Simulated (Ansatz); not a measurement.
# KF: the cost of one run

Method: DFT PBE, scalar-relativistic, plane waves, PAW, in Ansatz 0.2.0.

1 further run of the same task is left out (set aside as unsound or not needed).

### 1 The structure to begin with

The structure is cubic, space group Fm-3m (No. 225). Conventional cell: a = 5.347 Å, b = 5.347 Å, c = 5.347 Å, α = 90.00°, β = 90.00°, γ = 90.00°. K (site symmetry m-3m) is surrounded by 6 F at 2.67 Å. F (site symmetry m-3m) has 6 K at 2.67 Å as nearest neighbours.

Coordinates:

```cif
data_structure
_symmetry_space_group_name_H-M 'P 1'
_symmetry_Int_Tables_number 1
_cell_length_a 3.7809
_cell_length_b 3.7809
_cell_length_c 3.7809
_cell_angle_alpha 60.000
_cell_angle_beta 60.000
_cell_angle_gamma 60.000
_cell_volume 38.22
loop_
_atom_site_label
_atom_site_type_symbol
_atom_site_fract_x
_atom_site_fract_y
_atom_site_fract_z
_atom_site_occupancy
K1 K 0.00000 0.00000 0.00000 1
F1 F 0.50000 0.50000 0.50000 1
```

The structure comes from the Crystallography Open Database.

### 2 Random moves and strain, cell strained

Against the listed cell: strain xx, yy, zz, yz, xz, xy = +4.8, +4.5, +1.8, -3.0, +2.4, -2.4 %; atoms moved by 0.03 Å root mean square, at most 0.03 Å.

The input, input.yaml:

```yaml
crystal:
  lattice:
    - [-0.000347555, 2.71365597, 2.64173882]
    - [2.865377095, -0.14527799, 2.786669255]
    - [2.73557867, 2.72878798, -0.015479565]
  atoms:
    - { symbol: K, position: [0.0079614737, 0.0018720778, -0.0026051992] }
    - { symbol: F, position: [0.4920385263, 0.4981279222, 0.5026051992] }
basis:
  ecutwfc: 420
kpoints:
  mp_grid: { grid: [8, 8, 8] }
hamiltonian:
  xc: pbe
scf:
  occupations: { method: gaussian, width: 0.02 }
output:
  forces: true
  stress: true
  eigenvalues: true
```

Started as:

```
$ ansatz run input.yaml --threads 1 --pin off --max-ram 1331MiB --backend cpu --events-out ev --progress --plain --runs-dir out
```

Q: Estimate wall time and peak memory on 1 thread of an x86-64 CPU, shared host.

About 19 s, with a peak of 0.45 GiB.
